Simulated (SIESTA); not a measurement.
Runs of SIESTA 5.4.2 on SiS2. It takes space group Ibam (No. 72, orthorhombic). Conventional cell: a = 5.564 Å, b = 9.545 Å, c = 5.552 Å, α = 90.00°, β = 90.00°, γ = 90.00°. S (site symmetry m) has 2 Si at 2.13 Å as nearest neighbours. Si (site symmetry 222) has 4 S at 2.13 Å as nearest neighbours. 

```csv
task,level,potentials or basis,k mesh,wannier functions,bands left out below,projections,wannier mesh,gap on the mesh (eV),pressure (GPa),V0 of scaled cells (Å³/atom),B0 (GPa),largest force (eV/Å)
equation of state,LDA,"PseudoDojo 0.4 standard (LDA files), DZP (energy shift 0.003 Ry)",5 × 5 × 5,-,-,-,-,-,-,24.72,71,-
equation of state,PBEsol,"PseudoDojo 0.4 standard (PBEsol files), DZP (energy shift 0.003 Ry)",5 × 5 × 5,-,-,-,-,-,-,25.34,(a),-
Wannier functions,LDA,"PseudoDojo 0.4 standard (LDA files), TZP (energy shift 0.003 Ry)",5 × 5 × 5,16,0,"["S:s", "S:p"]",4 × 4 × 4,2.56,0.2,-,-,0.42
band structure,LDA,"PseudoDojo 0.4 standard (LDA files), DZP (energy shift 0.003 Ry)",7 × 7 × 7,-,-,-,-,2.56,0.4,-,-,(d)
equation of state,PBE,"PseudoDojo 0.4 standard (PBE files), DZP (energy shift 0.003 Ry)",7 × 7 × 7,-,-,-,-,-,-,25.92,(b),-
single point,PBE,"PseudoDojo 0.4 standard (PBE files), DZP (energy shift 0.003 Ry)",7 × 7 × 7,-,-,-,-,2.76,3.8,-,-,0.76
band structure,PBEsol,"PseudoDojo 0.4 standard (PBEsol files), DZP (energy shift 0.003 Ry)",7 × 7 × 7,-,-,-,-,2.68,2.3,-,-,(c)
```

Alike in all rows: no spin polarisation; cell as given; smearing fermi-dirac 0.05 eV; grid cutoff 500 Ry; energy shift 0.003 Ry.

Estimate the missing entries.

(a) 68; (b) 64; (c) 0.65; (d) 0.46.

Caveats: the basis of atomic orbitals isn't converged, which shifts pressures, moduli and gaps; the cell was scaled at fixed shape and fractional positions, which overstates the stiffness of a crystal with free parameters, most of all of layers and chains (some runs); an odd mesh through Γ misses points on the zone boundary, where band edges often lie (some runs).

Not every run made on this cell is shown here.
